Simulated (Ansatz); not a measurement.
# Ta: a Ta atom hops into a vacancy

Aim: the barrier for Ta3 to jump 2.82 Å into the empty Ta site beside it, in a 2×2×2 supercell of Ta with one Ta atom removed. The band relaxes its own ends first.

Program: Ansatz 0.2.0. Level of theory: DFT PBE, plane waves, PAW, scalar-relativistic, no spin polarisation. These are calculated values, not measurements.

**1. The starting structure**

The cell holds 7 atoms (Ta7): a = 5.676 Å, b = 5.676 Å, c = 5.676 Å, α = 109.47°, β = 109.47°, γ = 109.47°.

The empty site lies at (0.00, -3.27, 3.26) Å, and Ta3 starts at (1.65, -1.66, 1.63) Å. All atoms were shaken by about 0.02 Å to break the symmetry.

Structure file:

```
Ta
1.0
    -3.27684    3.27684    3.27684
     3.27684   -3.27684    3.27684
     3.27684    3.27684   -3.27684
Ta
7
Cartesian
  -0.0097 -0.0146 0.0087
  1.6365 1.6158 -1.6639
  1.6471 -1.6569 1.6307
  -1.6472 1.6257 1.6271
  -0.0292 3.3250 -0.0456
  -0.0256 -0.0094 3.2361
  1.6281 1.6430 1.6288
```

**2. Nudged elastic band**

crystal.atoms is the first end and neb.final_atoms the second, which differs in Ta3 alone.

File input.yaml:

```yaml
crystal:
  lattice:
    - [-3.276838, 3.276838, 3.276838]
    - [3.276838, -3.276838, 3.276838]
    - [3.276838, 3.276838, -3.276838]
  atoms:
    - { symbol: Ta, position: [-0.00089169, -0.00014197, -0.00369961] }
    - { symbol: Ta, position: [-0.00732981, -0.00417906, 0.49626256] }
    - { symbol: Ta, position: [-0.0039979, 0.50015249, -0.00149992] }
    - { symbol: Ta, position: [0.49632977, -0.00307735, -0.00327833] }
    - { symbol: Ta, position: [0.5003799, -0.01142119, 0.50288352] }
    - { symbol: Ta, position: [0.49235673, 0.48988226, -0.00533532] }
    - { symbol: Ta, position: [0.49923429, 0.49696727, 0.49913085] }
kpoints:
  mp_grid: { grid: [3, 3, 3] }
magnetization:
  spin_polarized: false
scf:
  occupations: { method: fermi_dirac, width: 0.05 }
hamiltonian:
  pseudopotentials: { kind: paw }
  xc: pbe
basis:
  ecutwfc: 420
neb:
  images: 3
  relax_end_points: true
  climbing: true
  f_tol: 0.1
  max_iterations: 40
  order_check: false
  final_atoms:
    - { symbol: Ta, position: [-0.00089169, -0.00014197, -0.00369961] }
    - { symbol: Ta, position: [-0.00732981, -0.00417906, 0.49626256] }
    - { symbol: Ta, position: [-0.00118291, 0.49822436, -0.49802811] }
    - { symbol: Ta, position: [0.49632977, -0.00307735, -0.00327833] }
    - { symbol: Ta, position: [0.5003799, -0.01142119, 0.50288352] }
    - { symbol: Ta, position: [0.49235673, 0.48988226, -0.00533532] }
    - { symbol: Ta, position: [0.49923429, 0.49696727, 0.49913085] }
```

Run with:

```
$ ansatz run input.yaml --threads 4 --pin off --max-ram 8192MiB --backend cpu --events-out ev --progress --plain --runs-dir out
```

Before running it: what results should come out? Wanted: relaxation of the ends; barrier forwards; barrier backwards; second end relative to first; highest image.

The runs gave:

| quantity | value |
| --- | --- |
| relaxation of the ends | 0.043 eV lower, moves up to 0.06 Å; 0.040 eV lower, moves up to 0.06 Å |
| barrier forwards | 0.046 eV |
| barrier backwards | 0.047 eV |
| second end relative to first | 0.000 eV |
| highest image | 3 of 0 to 4, climbing |
| band iterations | 6 |

The barrier from the first end is 0.046 eV, 1.8 times kT at 300 K. Both ends agree in energy to 1 meV. The input switches the test of curvatures off, so the top was not shown to be a first-order saddle. The cell of 7 atoms is small, so the barrier is not converged with size. The k-mesh is coarse for this cell.
